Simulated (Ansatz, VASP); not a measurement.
This is a calculation of Ni for VASP 6.6.1. 

INCAR

```
ALGO = Fast
EDIFF = 1E-6
ENCUT = 520
GGA = CA
ISIF = 2
ISMEAR = 0
ISPIN = 2
LASPH = True
LCHARG = False
LMAXMIX = 4
LORBIT = 11
LREAL = False
LWAVE = False
MAGMOM = 1
NELM = 100
PREC = Accurate
SIGMA = 0.02
```

KPOINTS

```
k-points
0
Gamma
  13 13 13
```

The input POSCAR:

```
Ni
1.0
    0.0000000000      1.7375729330      1.7375729330
    1.7375729330      0.0000000000      1.7375729330
    1.7375729330      1.7375729330      0.0000000000
Ni
1
Cartesian
    0.0000000000      0.0000000000      0.0000000000
```

Potentials or basis: VASP PAW LDA potentials, release 54 (Ni).

Run with:

```bash
$ cat potpaw_LDA.54/Ni/POTCAR > POTCAR
$ mpirun -np 1 vasp_std > vasp.out
```

Q: Set up the same calculation for Ansatz 0.2.0. Potentials or basis there: Ansatz PAW, cutoff 420 eV.

A: As run (cutoffs and basis follow the program's own potentials, and thresholds, step limits or extra output files can differ):

input.yaml

```yaml
crystal:
  lattice:
    - [0.0, 1.737572933, 1.737572933]
    - [1.737572933, 0.0, 1.737572933]
    - [1.737572933, 1.737572933, 0.0]
  atoms:
    - { symbol: Ni, position: [0.0, 0.0, 0.0], spin: 1.0 }
hamiltonian:
  xc: lda
  pseudopotentials: { kind: paw }
magnetization:
  spin_polarized: true
kpoints:
  mp_grid: { grid: [13, 13, 13] }
scf:
  occupations: { method: gaussian, width: 0.02 }
output:
  forces: true
  stress: true
  eigenvalues: true
```

Potentials or basis: Ansatz PAW.

Command:

```console
$ ansatz run input.yaml --threads 2 --pin off --max-ram 5632MiB --backend cpu --events-out ev --progress --plain --runs-dir out
```

Both were run:

|  | VASP | Ansatz |
| --- | --- | --- |
| Pressure | -10.3 GPa | -10.4 GPa |
| Net moment | 0.61 μB per cell | 0.62 μB per cell |

Ansatz's pressure holds a Pulay term of +0.11 GPa for its cutoff of 420 eV, which the other run lacks.

The potentials hold 10 and 18 valence electrons a cell.

Ansatz's potentials were made for PBE.

Where Ansatz's input types no cutoff or centring, it takes its own default and a Γ-centred mesh.

The two programs' LDA may be different fits to the electron gas.

The magnetic state is the one that the start led to; the real crystal's order can differ.

The cell lies far from this level's equilibrium.

Pressure is positive in compression.
